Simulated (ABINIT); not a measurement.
Crystal: Cu.

```xyz
4
Lattice="2.5308 0.0000 0.0000 -1.2654 2.1917 0.0000 0.0000 0.0000 8.2618" Properties=species:S:1:pos:R:3 pbc="T T T"
Cu    1.2654    0.7306    6.1964
Cu    0.0000    0.0000    4.1309
Cu    0.0000    1.4611    2.0655
Cu    0.0000    0.0000    0.0000
```

This isn't the form of Cu at room conditions, which is fcc.

| Item | Value |
| --- | --- |
| Program | ABINIT 10.8.3 (patched build) |
| Task | relaxation of cell and atoms |
| Functional | LDA |
| Potentials or basis | JTH PAW LDA v2.0 |
| Cutoff | 707 eV |
| k mesh | 10 × 10 × 3 |
| Occupations | fermi-dirac, width 0.05 eV |
| Spin | no spin polarisation |

At the start: pressure -8.0 GPa; volume 11.46 Å³/atom.

Task: Where does the relaxation end?

Result: Over 6 steps the energy falls by 14.5 meV/atom and the volume is 10.91 Å³/atom (-4.7 %); space group P6_3/mmc (No. 194, to 0.05 Å).

Step by step:
```tsv
step	energy change (eV)	largest force (eV/Å)	pressure (GPa)	volume (Å³)
1	0.0000	0.0000	-8.04	45.83
2	-0.0434	0.0000	-4.20	44.71
3	-0.0577	0.0000	0.39	43.56
4	-0.0578	0.0000	0.00	43.65
5	-0.0578	0.0000	-0.03	43.66
6	-0.0579	0.0000	0.00	43.66
```

Final structure:
```
Cu
1.0
     2.49505    0.00000    0.00000
    -1.24752    2.16078    0.00000
     0.00000    0.00000    8.09761
Cu
4
Direct
  0.66667 0.33333 0.75000
  0.00000 0.00000 0.50000
  0.33333 0.66667 0.25000
  0.00000 0.00000 0.00000
```
